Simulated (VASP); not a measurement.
The system is Cu.

```
Cu
1.0
     2.37981   -1.57287    0.00000
     2.37981    1.57287    0.00000
     0.00000    0.00000    6.41614
Cu
4
Direct
  0.85000 0.15000 0.11700
  0.65000 0.35000 0.61700
  0.15000 0.85000 0.88300
  0.35000 0.65000 0.38300
```

The cell was built by a generator and needn't be a form met in nature.

```yaml
Program: VASP 6.6.1
Task: relaxation of cell and atoms
Functional: PBE
Potentials_or_basis: VASP PAW PBE potentials, release 64 (Cu)
Cutoff: 600 eV
k_mesh: 6 × 6 × 4
Occupations: gaussian, width 0.1 eV
Spin: no spin polarisation
```

At the start: pressure 49.1 GPa; volume 12.01 Å³/atom.

Where does the relaxation end?

Over 37 steps the energy falls by 1556.0 meV/atom and the volume is 12.03 Å³/atom (+0.2 %); space group I4/mmm (No. 139, to 0.05 Å).

Step by step:
| step | energy change (eV) | largest force (eV/Å) | pressure (GPa) | volume (Å³) |
| --- | --- | --- | --- | --- |
| 1 | 0.0000 | 12.0232 | 49.12 | 48.03 |
| 2 | -2.5425 | 2.2291 | 5.74 | 74.86 |
| 3 | -2.5987 | 2.2368 | 5.33 | 74.04 |
| 4 | -2.6576 | 2.2488 | 4.85 | 73.20 |
| 5 | -3.7819 | 2.6899 | 0.59 | 60.37 |
| 6 | -4.2994 | 2.3836 | 4.22 | 54.13 |
| 7 | -5.2482 | 0.5664 | -11.60 | 57.58 |
| 8 | -5.2786 | 0.4349 | -12.89 | 58.11 |
| 9 | -5.9095 | 0.4877 | -4.71 | 51.03 |
| 10 | -6.0241 | 0.5045 | 2.64 | 47.85 |
| 11 | -6.0261 | 0.5091 | 4.07 | 47.33 |
| 12 | -6.1165 | 0.3696 | 2.94 | 47.39 |
| 13 | -6.1375 | 0.3122 | 2.64 | 47.39 |
| 14 | -6.1305 | 0.3354 | 2.77 | 47.33 |
| 15 | -6.1421 | 0.2950 | 2.58 | 47.38 |
| 16 | -6.1711 | 0.1674 | -2.27 | 48.95 |
| 17 | -6.1712 | 0.1712 | -2.08 | 48.89 |
| 18 | -6.1920 | 0.1365 | -0.67 | 48.33 |
| 19 | -6.1956 | 0.1500 | 0.07 | 48.05 |
| 20 | -6.1959 | 0.1582 | 0.03 | 47.96 |
| 21 | -6.1955 | 0.1786 | 0.87 | 47.79 |
| 22 | -6.1959 | 0.1649 | 0.50 | 47.90 |
| 23 | -6.2032 | 0.0927 | 0.13 | 48.03 |
| 24 | -6.2077 | 0.0484 | -0.43 | 48.23 |
| 25 | -6.2092 | 0.0508 | 0.55 | 47.89 |
| 26 | -6.2092 | 0.0497 | 0.36 | 47.92 |
| 27 | -6.2109 | 0.0324 | -0.03 | 48.10 |
| 28 | -6.2111 | 0.0460 | -0.25 | 48.18 |
| 29 | -6.2129 | 0.0551 | -0.09 | 48.14 |
| 30 | -6.2150 | 0.0770 | 0.30 | 48.05 |
| 31 | -6.2159 | 0.0718 | 0.13 | 48.07 |
| 32 | -6.2168 | 0.0608 | 0.15 | 48.12 |
| 33 | -6.2185 | 0.0473 | 0.08 | 48.15 |
| 34 | -6.2222 | 0.0158 | -0.22 | 48.25 |
| 35 | -6.2219 | 0.0808 | -0.70 | 48.43 |
| 36 | -6.2234 | 0.0396 | -0.53 | 48.34 |
| 37 | -6.2239 | 0.0281 | 0.06 | 48.13 |

Final structure:
```cif
data_structure
_symmetry_space_group_name_H-M 'P 1'
_symmetry_Int_Tables_number 1
_cell_length_a 2.6138
_cell_length_b 2.6138
_cell_length_c 7.0456
_cell_angle_alpha 90.000
_cell_angle_beta 90.000
_cell_angle_gamma 89.739
_cell_volume 48.13
loop_
_atom_site_label
_atom_site_type_symbol
_atom_site_fract_x
_atom_site_fract_y
_atom_site_fract_z
_atom_site_occupancy
Cu1 Cu 0.74958 0.25042 0.12471 1
Cu2 Cu 0.75042 0.24958 0.62471 1
Cu3 Cu 0.25042 0.74958 0.87529 1
Cu4 Cu 0.24958 0.75042 0.37529 1
```

Caveat: the k mesh is coarse (spacing up to 0.40 Å⁻¹), so the values aren't converged.
